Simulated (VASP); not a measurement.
VO2: band structure with HSE06

VO2:

```xyz
6
Lattice="4.5067 0.0000 0.0000 0.0000 4.5067 0.0000 0.0000 0.0000 3.0354" Properties=species:S:1:pos:R:3 pbc="T T T"
V     0.0000    4.5067    0.0000
V     2.2533    2.2533    1.5177
O     1.3494    1.3494    0.0000
O     0.9039    3.6028    1.5177
O     3.1572    3.1572    0.0000
O     3.6028    0.9039    1.5177
```

| Property | Result |
| --- | --- |
| Program | VASP 6.6.1 |
| Task | band structure |
| Functional | HSE06 |
| Potentials or basis | VASP PAW PBE potentials, release 64 (V_sv, O) |
| Cutoff | 520 eV |
| k mesh | 4 × 4 × 6 |
| Occupations | gaussian, width 0.03 eV |
| Spin | collinear spin, ferromagnetic start |
| Starting moments | [1.0, 1.0, 0.0, 0.0, 0.0, 0.0] μB |
| Grid for exact exchange (PRECFOCK) | Fast |
| Screening parameter | 0.2 1/A |
| Further INCAR settings | ALGO = Normal; EDIFF = 1e-06; NBANDS = 38; AMIX = 0.2; BMIX = 0.0001 |

```json
{"Pressure": "-13.7 GPa", "Largest force": "0.049 eV/Å", "Band gap on the k mesh": "1.85 eV, indirect (least direct gap 2.10 eV)", "Band gap along the path": "1.85 eV, indirect (least direct gap 2.10 eV)", "Net moment": "2.00 μB per cell", "Site moments": "V +1.05; O -0.04 μB", "Valence electrons inside the program's atomic spheres": "V 11.27; O 5.08"}
```

Forces on the atoms (eV/Å):
```
V    0.000  0.000  0.000
V    0.000  0.000  0.000
O   -0.035 -0.035  0.000
O    0.035 -0.035  0.000
O    0.035  0.035  0.000
O   -0.035  0.035  0.000
```

Stress tensor (GPa, compression positive):
```
-13.39   0.00   0.00
  0.00 -13.39   0.00
  0.00   0.00 -14.46
```

Levels at points of the mesh, in eV from the valence-band top:
Spin up:
```tsv
k point	band 22	band 23	band 24	band 25	band 26	band 27	band 28	band 29	band 30	band 31
(0.00, 0.00, 0.00)	-1.01	-0.98	-0.52	-0.52	0.00	2.10	2.27	2.27	3.65	4.66
(0.50, 0.00, 0.00)	-2.40	-0.87	-0.87	-0.55	-0.55	3.01	3.01	3.50	3.50	5.87
(0.50, 0.50, 0.00)	-1.90	-1.51	-1.51	-1.28	-1.28	2.31	2.31	3.92	3.92	5.19
(0.00, 0.00, 0.50)	-3.02	-1.76	-1.76	-0.73	-0.73	3.21	3.21	3.83	3.83	5.13
(0.50, 0.00, 0.50)	-2.55	-1.16	-1.16	-0.75	-0.75	1.85	1.85	4.04	4.04	4.66
(0.50, 0.50, 0.50)	-1.73	-0.75	-0.75	-0.74	-0.74	2.82	2.82	3.20	3.20	5.75
```
Spin down:
| k point | band 22 | band 23 | band 24 | band 25 | band 26 | band 27 |
| --- | --- | --- | --- | --- | --- | --- |
| (0.00, 0.00, 0.00) | -0.70 | -0.70 | -0.27 | 3.01 | 3.09 | 3.09 |
| (0.50, 0.00, 0.00) | -2.36 | -1.06 | -1.06 | 3.78 | 3.78 | 4.18 |
| (0.50, 0.50, 0.00) | -1.96 | -1.58 | -1.58 | 3.13 | 3.13 | 3.58 |
| (0.00, 0.00, 0.50) | -3.07 | -1.86 | -1.86 | 3.92 | 3.92 | 4.43 |
| (0.50, 0.00, 0.50) | -2.46 | -1.39 | -1.39 | 2.70 | 2.70 | 4.67 |
| (0.50, 0.50, 0.50) | -1.82 | -0.90 | -0.90 | 3.52 | 3.52 | 3.90 |

Run time: 120 min on 4 MPI ranks on Intel(R) Xeon(R) Platinum 8488C (Sapphire Rapids) (shared host), peak memory 0.52 GiB a rank.

Caveat: the PAW data sets were made with another functional, which shifts forces and pressure a little.
